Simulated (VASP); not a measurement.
**SnSe: band structure with TB-mBJ**

Crystal: SnSe.

```
Sn Se
1.0
     0.00000    2.97584    2.97584
     2.97584    0.00000    2.97584
     2.97584    2.97584    0.00000
Sn Se
1 1
Direct
  0.00000 0.00000 0.00000
  0.50000 0.50000 0.50000
```

The cell was built by a generator and needn't be a form met in nature.

```
Program                : VASP 6.6.1
Task                   : band structure
Functional             : TB-mBJ
Potentials or basis    : VASP PAW PBE potentials, release 64 (Sn_d, Se)
Cutoff                 : 520 eV
k mesh                 : 6 × 6 × 6
Occupations            : gaussian, width 0.03 eV
Spin                   : spin-orbit coupling, no magnetisation
Further INCAR settings : ALGO = Normal; EDIFF = 1e-06; NBANDS = 34
```

```json
{
 "Valence electrons inside the program's atomic spheres": "Sn 11.89; Se 4.09"
}
```

It took 7 min on 1 thread of Intel(R) Xeon(R) Platinum 8488C (Sapphire Rapids) (shared host), peak memory 0.36 GiB.
